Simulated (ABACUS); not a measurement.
# GaP in ABACUS: the effect of exact exchange share

The system is GaP.

```
CELL_PARAMETERS angstrom
0.00000 2.72525 2.72525
2.72525 0.00000 2.72525
2.72525 2.72525 0.00000
ATOMIC_POSITIONS crystal
Ga 0.00000 0.00000 0.00000
P 0.75000 0.75000 0.75000
```

Alike in all runs:

- Program: ABACUS 3.10.1
- Task: single point
- Potentials or basis: SG15 ONCV 1.2 PBE
- Cutoff: 1361 eV
- Density cutoff: 5442 eV
- Basis: DZP LCAO (the cutoffs set its grid)
- k mesh: 4 × 4 × 4
- Occupations: fermi-dirac, width 0.05 eV
- Spin: no spin polarisation

```csv
exact exchange share,functional,gap on the mesh (eV)
0.1,"HSE-type (share 0.1, screening 0.11/bohr)",?
0.25,"HSE-type (share 0.25, screening 0.11/bohr)",2.35
0.4,"HSE-type (share 0.4, screening 0.11/bohr)",2.79
```

Question: What does the run with exact exchange share 0.1 give?

Answer: gap on the mesh 1.92 eV.

Caveats: all runs use coarse meshes; the atomic orbitals were generated for these runs and aren't a published set; gaps of hybrids in this basis differ from plane-wave ones by up to 0.1 eV; the basis of atomic orbitals isn't converged, which shifts pressures, moduli and gaps.

A k mesh can miss the band edges.

Runs at the PBE level aren't shown here.
